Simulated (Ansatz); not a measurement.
Consider the following.

Starting cell, ZrO2 (baddeleyite type, space group P2_1/c):

```yaml
crystal:
  lattice:
    - [5.18930, 0.00000, 0.00000]
    - [0.00000, 5.24180, 0.00000]
    - [-0.90344, 0.00000, 5.30261]
  atoms:
    - { symbol: Zr, position: [0.27571, 0.04384, 0.21016] }
    - { symbol: Zr, position: [0.72429, 0.54384, 0.28984] }
    - { symbol: Zr, position: [0.72429, 0.95616, 0.78984] }
    - { symbol: Zr, position: [0.27571, 0.45616, 0.71016] }
    - { symbol: O, position: [0.06488, 0.32613, 0.35022] }
    - { symbol: O, position: [0.93512, 0.82613, 0.14978] }
    - { symbol: O, position: [0.93512, 0.67387, 0.64978] }
    - { symbol: O, position: [0.06488, 0.17387, 0.85022] }
    - { symbol: O, position: [0.45109, 0.75674, 0.47528] }
    - { symbol: O, position: [0.54891, 0.25674, 0.02472] }
    - { symbol: O, position: [0.54891, 0.24326, 0.52472] }
    - { symbol: O, position: [0.45109, 0.74326, 0.97528] }
```

A phonon eigenvector at Γ is frozen into this cell: atom i moves by Q times the vector below, so Q is the largest atomic displacement, in Å. The cell is held.

```json
[
 {"atom": "Zr1", "x": "-0.713", "y": "0.195", "z": "0.673"},
 {"atom": "Zr2", "x": "0.713", "y": "0.195", "z": "-0.673"},
 {"atom": "Zr3", "x": "-0.713", "y": "0.195", "z": "0.673"},
 {"atom": "Zr4", "x": "0.713", "y": "0.195", "z": "-0.673"},
 {"atom": "O5", "x": "-0.322", "y": "-0.341", "z": "-0.054"},
 {"atom": "O6", "x": "0.322", "y": "-0.341", "z": "0.054"},
 {"atom": "O7", "x": "-0.322", "y": "-0.341", "z": "-0.054"},
 {"atom": "O8", "x": "0.322", "y": "-0.341", "z": "0.054"},
 {"atom": "O9", "x": "-0.349", "y": "-0.770", "z": "-0.144"},
 {"atom": "O10", "x": "0.349", "y": "-0.770", "z": "0.144"},
 {"atom": "O11", "x": "-0.349", "y": "-0.770", "z": "-0.144"},
 {"atom": "O12", "x": "0.349", "y": "-0.770", "z": "0.144"}
]
```

Computed with PBE (plane waves to 420 eV, PAW, scalar-relativistic; Ansatz, a program for electronic structure). k mesh 5×5×5 (Γ-centred), Fermi-Dirac smearing 0.05 eV. E stands for the smeared free energy. The PAW data are Ansatz's earlier set. ZrO2 is run without spin polarisation. ZrO2 was relaxed with its symmetry unable to fall. The zero of ΔE is the undisplaced structure.

The scan covers Q from -0.280 to 0.280 Å in 13 points.

**Question.** Is the energy the same for equal positive and negative displacements?

**Answer.** Even: the same for both signs.

**Question.** What is the energy change at Q = 0.280 Å?

**Answer.** 3525 meV/cell.

**Question.** What harmonic wavenumber does the curvature at Q = 0 give?

**Answer.** 229 cm⁻¹.

(For displaced atoms, the force is minus the slope of the energy, and its curvature is a force constant, which sets phonon frequencies.)
